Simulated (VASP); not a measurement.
Write the native input for VASP 6.6.1 that does the following.

* Task: single point
* Functional: PBE
* Potentials or basis: VASP PAW PBE potentials, release 64 (O, H, C)
* Cutoff: 520 eV
* k mesh: 1 × 1 × 1
* Occupations: fermi-dirac, width 0.02 eV
* Spin: no spin polarisation
* Dipole correction: no
* Further INCAR settings: LREAL = Auto; ALGO = Fast; EDIFF = 1e-06; NBANDS = 36

The structure of H10CO5 lies in POSCAR:

```
H10CO5
1.0
    6.0026300000      0.4654210000      0.5060920000
    0.4654210000      5.9168470000      0.4004050000
    0.5060920000      0.4004050000      5.8621980000
O H C
5 10 1
Direct
    0.7192009611      0.5779757033      1.1470260448
   -0.0570492712      0.4950369822      0.6807953087
    0.3215531289      0.7925127539      0.5820749256
    1.4034624469      1.2158472215      0.8963852085
    0.7793108074      0.1197428165      0.4680072922
    0.5819881932      0.5265655733      1.1121802680
    0.8078031944      0.5449828631      0.9883772951
    0.0665072580      0.5700240995      0.6318620949
    0.0020617536      0.3389572144      0.6602875576
    0.4114565421      0.8974643654      0.5065874466
    0.4278256823      0.6546992416      0.6091974367
    1.2777692427      1.1317934867      0.8952197516
    1.5406894639      1.1256185745      0.8194649997
    1.0676800311      0.2079337676      0.2419225617
    0.8313616498      0.0911869058      0.1152030052
    0.8885051096      0.1302850847      0.2734585002
```

The cell was built by a generator and needn't be a form met in nature.

One way to write it, as run:

INCAR

```
SYSTEM = H10CO5
ALGO = Fast
EDIFF = 1E-6
ENCUT = 520
GGA = PE
ISIF = 2
ISMEAR = -1
LASPH = .TRUE.
LCHARG = .FALSE.
LREAL = Auto
LWAVE = .FALSE.
NBANDS = 36
NELM = 100
PREC = Accurate
SIGMA = 0.02
```

KPOINTS

```
k-points
0
G
  1 1 1
  0 0 0
```

Potentials or basis: VASP PAW PBE potentials, release 64 (O, H, C).

The run is started by

```bash
$ cat potpaw_PBE.64/O/POTCAR potpaw_PBE.64/H/POTCAR potpaw_PBE.64/C/POTCAR > POTCAR
$ mpirun -np 1 vasp_gam > vasp.out
```

Results of the run:

| Property | Result |
| --- | --- |
| Pressure | 0.1 GPa |
| Largest force | 3.948 eV/Å |
| Band gap on the k mesh | 3.94 eV, direct |

Caveat: the standard files for N, O and F lose accuracy on very short bonds.

Run time: 12 s on 1 thread of AMD EPYC 9R45 96-Core Processor (Zen 5), with other jobs on the host, peak memory 0.26 GiB.
